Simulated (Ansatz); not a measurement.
In KBr (rock salt type) the K atom of the primitive cell, with all its periodic images, is moved by 0.06 Å along [111].

```
K Br
1.0
     0.00000    3.35000    3.35000
     3.35000    0.00000    3.35000
     3.35000    3.35000    0.00000
K Br
1 1
Direct
  0.00517 0.00517 0.00517
  0.50000 0.50000 0.50000
```

Theory: HSE06, plane waves, PAW datasets (earlier set, tuned by hand) (Ansatz).

Cutoff 680 eV; exchange singularity: Wigner-Seitz; k-mesh 4×4×4 Γ-centred; Fermi–Dirac smearing of 0.05 eV; no spin polarisation.

Problem. What force results?

Solution. The force on it along the displacement is -0.0585 eV/Å, a force constant of 0.98 eV/Å².

```json
{"atom": "K1", "Fx (eV/Å)": "-0.0338", "Fy (eV/Å)": "-0.0338", "Fz (eV/Å)": "-0.0338"}
{"atom": "Br2", "Fx (eV/Å)": "0.0338", "Fy (eV/Å)": "0.0338", "Fz (eV/Å)": "0.0338"}
```
